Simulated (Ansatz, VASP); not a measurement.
# One calculation of I, two programs

```xyz
1
Lattice="2.5656 -3.7445 0.0296 2.5656 3.7445 0.0296 -1.6105 0.0000 2.3157" Properties=species:S:1:pos:R:3 pbc="T T T"
I     1.7604    0.0000    1.1875
```

Alike in both runs: task single point; functional PBEsol; k mesh 12 × 12 × 18; occupations gaussian, width 0.1 eV; no spin polarisation.

|  | VASP | Ansatz |
| --- | --- | --- |
| version | VASP 6.6.1 | Ansatz 0.2.0 |
| potentials or method | VASP PAW PBE potentials, release 64 (I) | scalar-relativistic, plane waves, PAW |
| plane-wave cutoff (eV) | 520 | 420 |
| valence electrons in the cell | 7 | 17 |

Ansatz gave:

```
gap on the k mesh at the Fermi level (eV)       : none
pressure (GPa)                                  : 1.6
largest component of the traceless stress (GPa) : 3.76
```

Task: Estimate VASP's values.

Result: gap on the k mesh at the Fermi level (eV): none; pressure (GPa): 1.6; largest component of the traceless stress (GPa): 3.74.

A gap of «none» marks a metal or a gap that the smearing closes. The two sets of potentials don't hold the same shells in valence.

Caveats: the PAW data sets were made with another functional, which shifts forces and pressure a little (VASP); an odd number of electrons without spin polarisation forces a metal; a magnetic or distorted state may lie lower. Spin-orbit coupling is left out, which matters for the levels of I.
